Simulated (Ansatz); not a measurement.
# Rigid cleavage in InSe

The calculation used DFT PBE+D3(BJ), scalar-relativistic, plane waves, PAW in Ansatz. The runs took a 420 eV cutoff, a Γ-centred 9×9×2 mesh and Gaussian smearing (0.03 eV). No spin polarisation. Energies are free energies at this smearing, counted from the undisturbed cell; pressure is positive in compression.

Reference structure (relaxed at this level):

```
In Se
1.0
    -4.03177    0.00000    0.00000
    -2.01589   -3.49162    0.00000
     0.00000    0.00000   16.76237
In Se
4 4
Direct
  0.33333 0.33333 0.16666
  0.66667 0.66667 0.66666
  0.33333 0.33333 0.33334
  0.66667 0.66667 0.83334
  0.33333 0.33333 0.58987
  0.66667 0.66667 0.08987
  0.33333 0.33333 0.91013
  0.66667 0.66667 0.41013
```

The cut lies on the cell's a–b face, a (0 0 1) plane (indices in the standard cell, whose axes needn't be the Cartesian ones shown) of area 14.08 Å², between layers 3.01 Å apart. Vector c is lengthened by d along the normal with the atoms' Cartesian places fixed: one unrelaxed cut a cell.

```csv
d (Å),energy (J/m²)
-0.30,0.03
-0.15,0.01
0.00,0.00
0.25,0.01
0.50,0.04
0.75,0.07
1.00,0.10
1.50,0.16
2.00,0.20
3.00,0.25
4.50,0.28
6.00,0.29
```

Q: Predict the traction dE/dd (GPa) at each point.

A:
| d (Å) | traction dE/dd (GPa) |
| --- | --- |
| -0.30 | -2.4 |
| -0.15 | -1.0 |
| 0.00 | 0.0 |
| 0.25 | 0.9 |
| 0.50 | 1.3 |
| 0.75 | 1.3 |
| 1.00 | 1.2 |
| 1.50 | 1.0 |
| 2.00 | 0.7 |
| 3.00 | 0.3 |
| 4.50 | 0.1 |
| 6.00 | 0.1 |